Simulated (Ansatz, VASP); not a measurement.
**As in VASP and in Ansatz**

```xyz
2
Lattice="1.8808 1.0859 3.5141 -1.8808 1.0859 3.5141 0.0000 -2.1718 3.5141" Properties=species:S:1:pos:R:3 pbc="T T T"
As    0.0000    0.0000    2.3825
As    0.0000    0.0000    8.1597
```

Alike in both runs: functional PBE; k mesh 9 × 9 × 9; occupations fermi-dirac, width 0.05 eV; no spin polarisation.

```csv
,VASP,Ansatz
version,VASP 6.6.1,Ansatz 0.2.0
potentials or method,"VASP PAW PBE potentials, release 64 (As), cutoff 520 eV","all-electron LAPW, scalar-relativistic"
task,single point,band structure
```

```tsv
	VASP	Ansatz	Ansatz less VASP
gap on the k mesh at the Fermi level (eV)	none	none	-
pressure (GPa)	4.0	3.7	-0.31
largest component of the traceless stress (GPa)	0.52	0.41	-0.110
rms of the force components (eV/Å)	0.282	0.246	-0.0364
```

Atom by atom the forces differ by 0.036 eV/Å (rms over components). A gap of «none» marks a metal or a gap that the smearing closes. Ansatz ran all-electron here, so the differences hold the error of VASP's frozen core and of both bases.
